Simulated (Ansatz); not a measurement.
## YN: phonons with PBEsol

The system is YN.

```xyz
2
Lattice="0.0000 2.4385 2.4385 2.4385 0.0000 2.4385 2.4385 2.4385 0.0000" Properties=species:S:1:pos:R:3 pbc="T T T"
Y     0.0000    0.0000    0.0000
N     2.4385    2.4385    2.4385
```

```yaml
Program: Ansatz 0.2.0
Task: phonons
Functional: PBEsol
Potentials_or_basis: Ansatz PAW
Cutoff: "420 eV (not typed: the program's choice for these potentials)"
k_mesh: 7 × 7 × 7
Occupations: fermi-dirac, width 0.05 eV
Spin: no spin polarisation
```

The band gap on the k mesh is 0.19 eV, indirect (least direct gap 0.61 eV) and the highest phonon frequency at Γ, LO-TO splitting left out is 103 cm⁻¹.

Levels at points of the mesh, in eV from the valence-band top:
| k point | band 4 | band 5 | band 6 | band 7 | band 8 | band 9 | band 10 | band 11 | band 12 |
| --- | --- | --- | --- | --- | --- | --- | --- | --- | --- |
| (0.00, 0.00, 0.00) | -20.31 | -12.86 | 0.00 | 0.00 | 0.00 | 3.10 | 3.10 | 3.10 | 4.15 |

Phonon frequencies in cm⁻¹ (negative: imaginary):
| q point | frequencies |
| --- | --- |
| (0.000, 0.000, 0.000) | 0 0 0 103 103 103 |

Run time: 1.8 s on 2 threads of Arm Neoverse V2, with other jobs on the host, peak memory 0.31 GiB.

Caveat: odd divisions of the mesh miss points on the zone boundary, where band edges often lie, so the gap on the mesh can be too wide. A hybrid or GW would open this gap; PBEsol tends to underestimate it.
